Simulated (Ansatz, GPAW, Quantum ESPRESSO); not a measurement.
## HfN: 3 runs at one level of theory

```xyz
2
Lattice="0.0000 2.2560 2.2560 2.2560 0.0000 2.2560 2.2560 2.2560 0.0000" Properties=species:S:1:pos:R:3 pbc="T T T"
Hf    0.0000    0.0000    0.0000
N     2.2560    2.2560    2.2560
```

Alike in all runs: task band structure; functional LDA; k mesh 10 × 10 × 10; occupations fermi-dirac, width 0.05 eV; no spin polarisation; no spin-orbit coupling. LDA stands for any of its common fits. Pressure is positive in compression and, in plane waves, holds the error of the finite cutoff.

| program and potentials | plane-wave cutoff (eV) | notes | pressure (GPa) |
| --- | --- | --- | --- |
| Ansatz, all-electron LAPW, scalar-relativistic | - | - | -8.20 |
| GPAW, the program's PAW data sets (release 1.2.1) made for this functional | 800 | - | -8.95 |
| Quantum ESPRESSO, PseudoDojo 0.4.1 SR LDA standard | 1143 | - | -12.35 |

The pressure spans -12.35 (Quantum ESPRESSO, PseudoDojo 0.4.1 SR LDA standard) to -8.20 GPa (Ansatz, all-electron LAPW, scalar-relativistic), with all-electron results at -8.20.

The functional is the same throughout but for its coding, so the spread measures potentials, basis and numerics; runs on potential files found faulty are left out.
